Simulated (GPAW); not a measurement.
# TePb (Pm-3m) in GPAW: a series of runs

The runs below take TePb through equation of state, band structure, with r2SCAN+D4, r2SCAN, r4SCAN.

Program: GPAW 26.7.0. These are calculated values, not measurements. Logs are shortened: lines on timing, memory, paths and dates and some standing lists are left out, and cuts for length are marked. The log counts tension as positive stress, the text compression.

## Step 1: Starting point

The structure is cubic, space group Pm-3m (No. 221). Conventional cell: a = 4.002 Å, b = 4.002 Å, c = 4.002 Å, α = 90.00°, β = 90.00°, γ = 90.00°. Pb (site symmetry m-3m) is surrounded by 8 Te at 3.47 Å. Around Te (site symmetry m-3m) lie 8 Pb at 3.47 Å.

Measurements of this composition are mostly on another form, of space group No. 225.

## Step 2: Equation of state, r2SCAN+D4

The input, run.py:

```python
from ase.calculators.mixing import SumCalculator
from ase.eos import EquationOfState
from ase.io import Trajectory, read
from ase.units import GPa
from dftd4.ase import DFTD4
from gpaw import GPAW, PW

atoms = read('POSCAR')

traj = Trajectory('eos.traj', 'w')
volumes, energies = [], []
for x in [0.94, 0.96, 0.98, 1.0, 1.02, 1.04, 1.06]:
    a = atoms.copy()
    a.set_cell(atoms.cell * x**(1 / 3), scale_atoms=True)
    calc = GPAW(mode=PW(600),
                xc='MGGA_X_R2SCAN+MGGA_C_R2SCAN',
                kpts={'size': (6, 6, 6), 'gamma': True},
                occupations={'name': 'fermi-dirac', 'width': 0.05},
                nbands=19,
                convergence={'density': 1e-05, 'energy': 1e-05},
                maxiter=150,
                txt=f'eos-{x:.2f}.txt')
    a.calc = SumCalculator([calc, DFTD4(method='r2scan')])
    energies.append(a.get_potential_energy())
    volumes.append(a.get_volume())
    p = -a.get_stress()[:3].mean() / GPa
    calc.write(f'eos-{x:.2f}.gpw')
    traj.write(a)
    print(f'{x:.2f} {volumes[-1]:10.4f} A^3 {energies[-1]:14.6f} eV {p:9.3f} GPa', flush=True)

v0, e0, B = EquationOfState(volumes, energies, eos='birchmurnaghan').fit()
print(f'V0 = {v0:.4f} A^3, E0 = {e0:.6f} eV, B0 = {B / GPa:.2f} GPa')
```

The input, POSCAR:

```
TePb
1.0
    4.0022870000      0.0000000000      0.0000000000
    0.0000000000      4.0022870000      0.0000000000
    0.0000000000      0.0000000000      4.0022870000
Pb Te
1 1
Direct
    0.0000000000      0.0000000000      0.0000000000
    0.5000000000      0.5000000000      0.5000000000
```

Potentials or basis: GPAW PAW data sets (gpaw-data 1.2.1), pw.

Command:

```console
$ OMP_NUM_THREADS=1 python run.py
```

The log of the run:

```text
__  _  _
 | _ |_)|_||  |
 |__||  | ||/\| - 26.7.0

Input parameters:
  mode=PW(ecut=600.0),
  convergence={'density': 1e-05, 'energy': 1e-05},
  kpts=MonkhorstPack(size=(6, 6, 6), gamma=True),
  maxiter=150,
  nbands=19,
  occupations=Occupations(name='fermi-dirac', width=0.05),
  xc=XC(name='MGGA_X_R2SCAN+MGGA_C_R2SCAN')

Diagonalizing LCAO Hamiltonian
Converting LCAO to pw mode
   .---------.
  /|         |
 * |         |
 | |   Te    |
 | |         |
 | .---------.
 |/         /
 Pb--------*

Atoms  # Å, Bohr magnetons
|   | symbol |        x |        y |        z |    initial magnetic moments |
|---|--------|----------|----------|----------|-----------------------------|
| 0 |     Pb | 0.000000 | 0.000000 | 0.000000 | ( 0.0000,  0.0000,  0.0000) |
| 1 |     Te | 1.960292 | 1.960292 | 1.960292 | ( 0.0000,  0.0000,  0.0000) |

Unit cell  # Å
| periodic |        x |        y |        z |  lengths |    angles |
|----------|----------|----------|----------|----------|-----------|
|      yes | 3.920585 | 0.000000 | 0.000000 | 3.920585 | 90.000000 |
|      yes | 0.000000 | 3.920585 | 0.000000 | 3.920585 | 90.000000 |
|      yes | 0.000000 | 0.000000 | 3.920585 | 3.920585 | 90.000000 |

Number of symmetries: 48
Symmetry operations  # r_c * U_cc + t_c -> r_c
|    | kind |            matrix            |
|----|------|------------------------------|
|  0 |  E   |  1, 0, 0,  0, 1, 0,  0, 0, 1 |
|  1 |  σ   |  1, 0, 0,  0, 1, 0,  0, 0,-1 |
|  2 |  σ   |  1, 0, 0,  0, 0, 1,  0, 1, 0 |
|  3 |  C4  |  1, 0, 0,  0, 0, 1,  0,-1, 0 |
|  4 |  C4  |  1, 0, 0,  0, 0,-1,  0, 1, 0 |
|  5 |  σ   |  1, 0, 0,  0, 0,-1,  0,-1, 0 |
|  6 |  σ   |  1, 0, 0,  0,-1, 0,  0, 0, 1 |
|  7 |  C2  |  1, 0, 0,  0,-1, 0,  0, 0,-1 |
|  8 |  σ   |  0, 1, 0,  1, 0, 0,  0, 0, 1 |
|  9 |  C2  |  0, 1, 0,  1, 0, 0,  0, 0,-1 |
| 10 |  C3  |  0, 1, 0,  0, 0, 1,  1, 0, 0 |
| 11 |  S6  |  0, 1, 0,  0, 0, 1, -1, 0, 0 |
| 12 |  S6  |  0, 1, 0,  0, 0,-1,  1, 0, 0 |
| 13 |  C3  |  0, 1, 0,  0, 0,-1, -1, 0, 0 |
| 14 |  C4  |  0, 1, 0, -1, 0, 0,  0, 0, 1 |
| 15 |  S4  |  0, 1, 0, -1, 0, 0,  0, 0,-1 |
| 16 |  C3  |  0, 0, 1,  1, 0, 0,  0, 1, 0 |
| 17 |  S6  |  0, 0, 1,  1, 0, 0,  0,-1, 0 |
| 18 |  σ   |  0, 0, 1,  0, 1, 0,  1, 0, 0 |
| 19 |  C4  |  0, 0, 1,  0, 1, 0, -1, 0, 0 |
| 20 |  C2  |  0, 0, 1,  0,-1, 0,  1, 0, 0 |
| 21 |  S4  |  0, 0, 1,  0,-1, 0, -1, 0, 0 |
| 22 |  S6  |  0, 0, 1, -1, 0, 0,  0, 1, 0 |
| 23 |  C3  |  0, 0, 1, -1, 0, 0,  0,-1, 0 |
| 24 |  S6  |  0, 0,-1,  1, 0, 0,  0, 1, 0 |
| 25 |  C3  |  0, 0,-1,  1, 0, 0,  0,-1, 0 |
| 26 |  C4  |  0, 0,-1,  0, 1, 0,  1, 0, 0 |
| 27 |  σ   |  0, 0,-1,  0, 1, 0, -1, 0, 0 |
| 28 |  S4  |  0, 0,-1,  0,-1, 0,  1, 0, 0 |
| 29 |  C2  |  0, 0,-1,  0,-1, 0, -1, 0, 0 |
| 30 |  C3  |  0, 0,-1, -1, 0, 0,  0, 1, 0 |
| 31 |  S6  |  0, 0,-1, -1, 0, 0,  0,-1, 0 |
| 32 |  C4  |  0,-1, 0,  1, 0, 0,  0, 0, 1 |
| 33 |  S4  |  0,-1, 0,  1, 0, 0,  0, 0,-1 |
| 34 |  S6  |  0,-1, 0,  0, 0, 1,  1, 0, 0 |
| 35 |  C3  |  0,-1, 0,  0, 0, 1, -1, 0, 0 |
| 36 |  C3  |  0,-1, 0,  0, 0,-1,  1, 0, 0 |
| 37 |  S6  |  0,-1, 0,  0, 0,-1, -1, 0, 0 |
| 38 |  σ   |  0,-1, 0, -1, 0, 0,  0, 0, 1 |
| 39 |  C2  |  0,-1, 0, -1, 0, 0,  0, 0,-1 |
| 40 |  σ   | -1, 0, 0,  0, 1, 0,  0, 0, 1 |
| 41 |  C2  | -1, 0, 0,  0, 1, 0,  0, 0,-1 |
| 42 |  C2  | -1, 0, 0,  0, 0, 1,  0, 1, 0 |
| 43 |  S4  | -1, 0, 0,  0, 0, 1,  0,-1, 0 |
| 44 |  S4  | -1, 0, 0,  0, 0,-1,  0, 1, 0 |
| 45 |  C2  | -1, 0, 0,  0, 0,-1,  0,-1, 0 |
| 46 |  C2  | -1, 0, 0,  0,-1, 0,  0, 0, 1 |
| 47 |  i   | -1, 0, 0,  0,-1, 0,  0, 0,-1 |

BZ-sampling:
  Number of BZ points: 216
  Number of IBZ points: 20

  Monkhorst-Pack size: [6, 6, 6]
  Monkhorst-Pack shift: [0.08333333333333333, 0.08333333333333333, 0.08333333333333333]

K-points  # in reciprocal-cell coordinates
|     |                                coordinates |     weight |
|-----|--------------------------------------------|------------|
|   0 | (  0.00000000,   0.00000000,   0.00000000) | 0.00462963 |
|   1 | (  0.16666667,   0.00000000,   0.00000000) | 0.02777778 |
|   2 | (  0.16666667,   0.16666667,   0.00000000) | 0.05555556 |
|   3 | (  0.16666667,   0.16666667,   0.16666667) | 0.03703704 |
|   4 | (  0.33333333,   0.00000000,   0.00000000) | 0.02777778 |
|   5 | (  0.33333333,   0.16666667,   0.00000000) | 0.11111111 |
|   6 | (  0.33333333,   0.16666667,   0.16666667) | 0.11111111 |
|   7 | (  0.33333333,   0.33333333,   0.00000000) | 0.05555556 |
|   8 | (  0.33333333,   0.33333333,   0.16666667) | 0.11111111 |
|   9 | (  0.33333333,   0.33333333,   0.33333333) | 0.03703704 |
| ... |                                            |            |
|  19 | (  0.50000000,   0.50000000,   0.50000000) | 0.00462963 |

Plane wave coefficients: 2040
Cutoff: 600.0 eV

Spin-components: 1 (collinear spins)
Bands:           19
Projectors:      11
Spin-degeneracy: 2
Datatype:        complex128

Parallelization:
  kpt:    1
  domain: 1
  band:   1

Density:
  Valence electrons: 20.0
  Components: 1
  Grid points: [24 24 24]
  Charge: 0.0  # |e|

Potential:
  Grid points: [24 24 24]

species:
  Pb:
    name:    Lead
    Z:       82.0
    valence: 14
    core:    68
    charge:  0.0  # [|e|]
    compensation charges:
      type: gauss
      rc: 0.38  # [Å]
      lmax: 2
    cutoffs:
      filter: 2.36  # [Å]
      core: 2.43  # [Å]
    projectors
    | kind |    occ | energy [eV] | rcut [Å] |
    |------|--------|-------------|----------|
    |   6s |  2.000 |     -11.969 |    1.259 |
    |   6p |  2.000 |      -3.506 |    1.275 |
    |   5d | 10.000 |     -21.211 |    1.217 |
    |    s |        |      15.243 |    1.259 |
    |    p |        |      23.705 |    1.275 |
    |    d |        |       6.001 |    1.217 |

    Using partial waves for Pb as LCAO basis

  Te:
    name:    Tellurium
    Z:       52.0
    valence: 6
    core:    46
    charge:  0.0  # [|e|]
    compensation charges:
      type: gauss
      rc: 0.36  # [Å]
      lmax: 2
    cutoffs:
      filter: 2.09  # [Å]
      core: 3.17  # [Å]
    projectors
    | kind |    occ | energy [eV] | rcut [Å] |
    |------|--------|-------------|----------|
    |   5s |  2.000 |     -15.089 |    1.180 |
    |   5p |  4.000 |      -5.955 |    1.196 |
    |    s |        |      12.123 |    1.180 |
    |    p |        |      21.256 |    1.196 |
    |    d |        |       0.000 |    1.238 |

    Using partial waves for Te as LCAO basis

Reference energy: -752065.146798  # eV

eigensolver:
  PPCG
  Converge bands: occupied
  niter=2

density mixing:
  MSR1-Mixer
  Pratt-step length: 0.05
  Maximum mixing coefficient: 0.75
  Old densities: 10
  SVD Regularization: 0.005
  Good broyden scale: 1.0
  Trust region scale: 1.0
  Backstep threshold: 4.0
  History deletion threshold: 6.0
  Fourier metric: weight=20.0, sigma=0.015

occupation numbers:
  Fermi-Dirac:
    width: 0.0500  # eV

poisson solver:
  ecut: 4800.0  # eV

xc functional:
  name: MGGA_X_R2SCAN+MGGA_C_R2SCAN with 2 nearest neighbor stencil

convergence criteria:
- Maximum integral of absolute [dens]ity change: 1e-05 electrons / valence electron
- Maximum [total energy] change in last 3 cyles: 1e-05 eV / valence electron
- Maximum integral of absolute [eigenst]ate change: 4e-08 eV^2 / valence electron
maximum number of iterations: 150

SCF iterations
|iter     | |      energy | eigst |  dens |
|---------|-|-------------|-------|-------|
|iter:   1| |  -42.822931 | -0.11 |       |
|iter:   2| |  -39.498632 | -0.99 | -1.41 |
|iter:   3| |-18977.714301 | +3.51 | -1.33 |
|iter:   4| |  -21.350648 | +1.40 | +1.03 |
|iter:   5| |  -39.150375 | +0.77 | -0.46 |
|iter:   6| |  -39.408656 | -1.00 | -1.48 |
|iter:   7| |  -39.413729 | -2.75 | -2.08 |
|iter:   8| |  -39.416535 | -3.72 | -2.37 |
|iter:   9| |  -39.416367 | -5.07 | -2.49 |
|iter:  10| |  -39.416424c| -4.73 | -2.56 |
|iter:  11| |  -39.416381c| -4.81 | -2.70 |
|iter:  12| |  -39.416380c| -4.76 | -2.98 |
|iter:  13| |  -39.416382c| -6.37 | -3.75 |
|iter:  14| |  -39.416381c| -7.41c| -4.51 |
|iter:  15| |  -39.416382c| -7.93c| -4.56 |
|iter:  16| |  -39.416381c| -8.48c| -5.42c|

Converged in 16 steps
Energy contributions relative to reference atoms: (reference = -752065.146798)

Energy contributions:
  Kinetic:          22.495345
  Coulomb:         -21.605598
  Zero:             -0.088238
  External:          0.000000
  Xc:              -40.214678
  Entropy:          -0.006423
  Spinorbit:         0.000000
  ----------------------------
  Free energy:     -39.419593
  Extrapolated:    -39.416381

dipole moment: (-16.529338, -16.529338, -16.529338)  # |e|*Ang

Fermi level: 7.018
Eigenvalues  # (at kpt = [0.000, 0.000, 0.000])
| band index |      eig [eV] | occ [0-2] |
|------------|---------------|-----------|
|          0 |       -10.766 |     2.000 |
|        ... |               |           |
|          2 |       -10.670 |     2.000 |
|          3 |       -10.670 |     2.000 |
|          4 |       -10.670 |     2.000 |
|          5 |        -5.995 |     2.000 |
|          6 |         0.429 |     2.000 |
|          7 |         5.195 |     2.000 |
[... 9 lines left out ...]
|         17 |        18.989 |     0.000 |
|         18 |        18.989 |     0.000 |

No gap
No difference between direct/indirect transitions

Stress tensor  # eV/Ang^3
|         x |         y |         z |
|-----------|-----------|-----------|
| -0.012073 |  0.000000 |  0.000000 |
|  0.000000 | -0.012073 |  0.000000 |
|  0.000000 |  0.000000 | -0.012073 |

# Writing to eos-0.94.gpw (mode='')
```

Wall time 8.4 min (1 thread of Arm Neoverse V1, shared host); peak memory 1.1 GiB.

What came out:

```
Equilibrium volume : 31.47 Å³/atom (rough: see the caveat)
Bulk modulus       : 31 GPa (rough)
```

Energy against volume, from the lowest point:
```
volume (Å³/atom)  energy (meV/atom)
          30.132               3.16
          30.773               0.46
          31.414               1.01
          32.055               0.00
          32.696               5.08
          33.337              15.63
          33.978              28.48
```

Caveat: the energies scatter about the fit; the fit is doubtful: noisy points or a state that changes with volume; the points scatter about the fit; the PAW data sets were made with another functional, which shifts forces and pressure a little. Spin-orbit coupling is left out, which matters for the levels of Pb, Te.

(Part 1 of 2 ends here.)
